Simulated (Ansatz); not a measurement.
Cl: computed DOS

Space group Pm-3m (No. 221). a = 2.860 Å, b = 2.860 Å, c = 2.860 Å, α = 90.00°, β = 90.00°, γ = 90.00°
| atom | site | symmetry | x | y | z |
| --- | --- | --- | --- | --- | --- |
| Cl | 1a | m-3m | 0.0000 | 0.0000 | 0.0000 |

The runs use the primitive cell with vectors (2.860, 0.000, 0.000), (0.000, 2.860, 0.000), (0.000, 0.000, 2.860) Å, to which the k mesh refers.

The structure comes from a relaxation in the same program, started in the sc type, and has space group Pm-3m. Whether it is a known phase or the ground state wasn't checked.

Computed with Ansatz 0.2.0, DFT, PBE, all-electron LAPW, scalar-relativistic.

Settings: a Γ-centred 18×18×18 k mesh, Fermi–Dirac smearing of 0.05 eV, basis error target 0.5 meV/atom, no spin polarisation.

States per eV and cell, averaged over 0.4 eV, from -13.0 to 6.8 eV, with energies (bin centres) from the Fermi level; empty bins are left out. 

```csv
E (eV),total
-12.9,0.18
-4.9,0.17
-4.5,0.53
-4.1,0.92
-3.7,1.44
-3.3,1.42
-2.9,1.27
-2.5,1.03
-2.1,0.95
-1.7,0.91
-1.3,0.91
-0.9,0.94
-0.5,1.03
-0.1,1.40
0.3,1.44
0.7,0.62
1.1,0.03
6.7,0.07
```
